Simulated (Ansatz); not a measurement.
Structure: Bi2Te3 in the tetradymite structure, at its r2SCAN+rVV10 minimum. It is trigonal, R-3m (No. 166); conventional cell a = 4.391 Å, c = 31.361 Å, 34.92 Å³ an atom. Bi has 6 Te at 3.06–3.25 Å; Te has 3 Bi at 3.06 Å; Te has 6 Bi at 3.25 Å.

```xyz
5
Lattice="2.1957 1.2677 10.4535 -2.1957 1.2677 10.4535 0.0000 -2.5354 10.4535" Properties=species:S:1:pos:R:3 pbc="T T T"
Bi    0.0000    0.0000   12.4929
Bi    0.0000    0.0000   18.8678
Te    0.0000    0.0000    6.6984
Te    0.0000    0.0000   24.6622
Te    0.0000    0.0000    0.0000
```

The questions ask for values computed with the plane-wave code Ansatz on this geometry. No spin polarisation and no zero-point or thermal motion.

Given (8×8×8 mesh): With PBE the gap is 0.44 eV and direct, at Γ.

(1) Estimate the gap with HSE06 on 4×4×4.

(2) What does PBE0 give for the gap (4×4×4 mesh)?

(3) How do these values compare with experiment?

## Answers

(1) The HSE06 gap is direct at Γ: 0.84 eV. The gap differs by +0.40 eV from PBE's.

(2) PBE0 gives a direct gap of 1.38 eV at Γ. The gap differs by +0.94 eV from PBE's.

(3)
Set against measured values:
- Gap, measured 0.15 eV (indirect), the middle of 7 reports from 0.13 to 0.17 eV: PBE 0.44 (+0.29), HSE06 0.84 (+0.69), PBE0 1.38 (+1.23) eV. Source: about 150 meV (indirect bulk gap from earlier spectroscopy; spectroscopy (quoted); Literature value quoted in the introduction from earlier spectroscopy; quoted in “Magneto-Transport and High-Resolution Angle-Resolved Photoelectron Spectroscopy Studies of Palladium Doped Bi2Te3”, 2022, arxiv:2201.00845).
- An end of the range of reports. Source: 0.17 eV (experimental band gap; Literature value; the paper's text quotes experimental gaps of 0.26-0.92 eV, inconsistent with this table entry; quoted in “Vacancy and Antisite-Induced Ferromagnetism in Liquid-Phase Exfoliated Bi2Te3”, 2024, arxiv:2412.10539).
Measured gaps include zero-point and thermal shifts, optical ones also the exciton binding, and spin-orbit coupling, which these levels lack. In such narrow-gap compounds of heavy elements the bands can be inverted, in the sample or in a calculation; the differences are of unsigned gaps, so agreement can be luck. Reports marked as nanostructured, strained, doped, implanted or mixed samples, and transport gaps, were set aside.

Spin-orbit coupling is left out; in compounds of Pb, Bi, Tl or Hg it can lower a gap by up to about 1 eV, split its edges or invert the bands.
